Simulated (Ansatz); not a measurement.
# AlNi: the cost of one run

Computed with Ansatz 0.2.0 (DFT PBEsol, scalar-relativistic, plane waves, PAW, unless a step's input says otherwise).

2 further runs of the same task are left out: 2 set aside as unsound or not needed.

### 1 The system as given

The structure is cubic, space group Pm-3m (No. 221). The conventional cell has a = 2.863 Å, b = 2.863 Å, c = 2.863 Å, α = 90.00°, β = 90.00°, γ = 90.00°. Al (site symmetry m-3m) has 8 Ni at 2.48 Å as nearest neighbours. Around Ni (site symmetry m-3m) lie 8 Al at 2.48 Å.

Coordinates:

```cif
data_structure
_symmetry_space_group_name_H-M 'P 1'
_symmetry_Int_Tables_number 1
_cell_length_a 2.8625
_cell_length_b 2.8625
_cell_length_c 2.8648
_cell_angle_alpha 90.000
_cell_angle_beta 90.000
_cell_angle_gamma 90.000
_cell_volume 23.47
loop_
_atom_site_label
_atom_site_type_symbol
_atom_site_fract_x
_atom_site_fract_y
_atom_site_fract_z
_atom_site_occupancy
Al1 Al 0.00000 0.00000 0.00000 1
Ni1 Ni 0.50000 0.50000 0.50000 1
```

It goes back to an entry of the Materials Project, which need not be the stable form.

This cell was relaxed beforehand with the same method: volume 11.74 Å³/atom, gap on the mesh none (metal).

### 2 The cell under 3 GPa

At a set pressure the run lowers the enthalpy E + PV, so the energy alone may rise along the way.

input.yaml reads:

```yaml
crystal:
  lattice:
    - [2.0240845335, -2.0240834526, 0.0]
    - [2.0240845335, 2.0240834526, 0.0]
    - [0.0, 0.0, 2.8647504677]
  atoms:
    - { symbol: Al, position: [0.0, 0.0, 0.0] }
    - { symbol: Ni, position: [0.5, 0.5, 0.5] }
basis:
  ecutwfc: 420
kpoints:
  mp_grid: { grid: [16, 16, 14] }
hamiltonian:
  xc: pbesol
scf:
  occupations: { method: fermi_dirac, width: 0.15 }
output:
  forces: true
  stress: true
  eigenvalues: true
relax:
  adjacent_minimum: "off"
  f_tol: 0.001
  max_steps: 60
  cell: { stress_tol: 0.02, p_target: 3.0 }
```

Started as:

```console
$ ansatz run input.yaml --threads 1 --pin off --max-ram 3072MiB --backend cpu --events-out ev --progress --plain --runs-dir out
```

Q: Estimate wall time and peak memory on 1 thread of Intel Xeon 6975P-C (Granite Rapids), shared host.

About 18 s, with a peak of 0.44 GiB.
